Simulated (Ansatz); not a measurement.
Geometry optimisation, DFT LDA, scalar-relativistic, plane waves, PAW (Ansatz).

Input:

```yaml
accuracy: low
crystal:
  lattice:
    - [0.0, 3.57, 3.57]
    - [3.57, 0.0, 3.57]
    - [3.57, 3.57, 0.0]
  atoms:
    - { symbol: C, position: [0.0, 0.0, 0.0] }
    - { symbol: C, position: [0.125, 0.125, 0.125] }
    - { symbol: C, position: [0.0, 0.0, 0.5] }
    - { symbol: C, position: [0.125, 0.125, 0.625] }
    - { symbol: C, position: [0.0, 0.5, 0.0] }
    - { symbol: C, position: [0.125, 0.625, 0.125] }
    - { symbol: C, position: [0.0, 0.5, 0.5] }
    - { symbol: C, position: [0.125, 0.625, 0.625] }
    - { symbol: C, position: [0.5, 0.0, 0.0] }
    - { symbol: C, position: [0.625, 0.125, 0.125] }
    - { symbol: C, position: [0.5, 0.0, 0.5] }
    - { symbol: C, position: [0.625, 0.125, 0.625] }
    - { symbol: C, position: [0.5, 0.5, 0.0] }
    - { symbol: C, position: [0.625, 0.625, 0.125] }
    - { symbol: C, position: [0.5, 0.5, 0.5] }
    - { symbol: C, position: [0.625, 0.625, 0.625] }
    - { symbol: H, position: [0.7569981, 0.2491084, 0.2507058], spin: 1.0 }
magnetization:
  spin_polarized: true
basis:
  ecutwfc: 420.0
kpoints:
  mp_grid: { grid: [3, 3, 3] }
hamiltonian:
  xc: lda
scf:
  occupations: { method: fermi_dirac, width: 0.05 }
  lower_state_search: "off"
relax:
  f_tol: 0.08
  max_steps: 25
  adjacent_minimum: "off"
```

Run as:

```bash
$ ansatz run input.yaml --threads 1 --pin off --max-ram 3072MiB --backend cpu --events-out ev --progress --plain --runs-dir out
```

Problem. Where does it end, and by what steps?

Solution. The forces met the threshold. The threshold is loose, so the end isn't yet a minimum. The force dipped under the threshold on the way, but the program's further checks kept it going. Limits of this set-up: coarse k mesh, low accuracy level. After 3 steps the energy has fallen by 0.079 eV; C3 moved furthest, 0.02 Å.

```tsv
step	energy less start (eV)	largest force component (eV/Å)	accepted
0	0.0000	1.245	yes
1	-0.0661	0.440	yes
2	-0.0791	0.054	yes
3	-0.0791	0.054	yes
```

```xyz
17
Lattice="0.0000 3.5700 3.5700 3.5700 0.0000 3.5700 3.5700 3.5700 0.0000" Properties=species:S:1:pos:R:3
C -0.022 0.000 0.000
C 0.894 0.891 0.891
C 1.785 1.809 0.000
C 2.674 2.682 0.890
C 1.785 0.000 1.809
C 2.674 0.890 2.682
C 3.570 1.786 1.786
C 4.466 2.682 2.682
C 0.000 1.786 1.786
C 0.892 2.678 2.677
C 1.785 3.570 1.765
C 2.677 4.462 2.679
C 1.785 1.765 3.570
C 2.677 2.678 4.463
C 3.592 3.571 3.571
C 4.466 4.460 4.460
H 1.784 3.586 3.583
```

Whether the end is a true minimum wasn't checked by a vibrational analysis.

Time of the run: 43 s on 1 thread of Intel(R) Xeon(R) Platinum 8175M CPU @ 2.50GHz (Skylake/Cascade Lake), with other jobs on the host, peak memory 0.49 GiB.
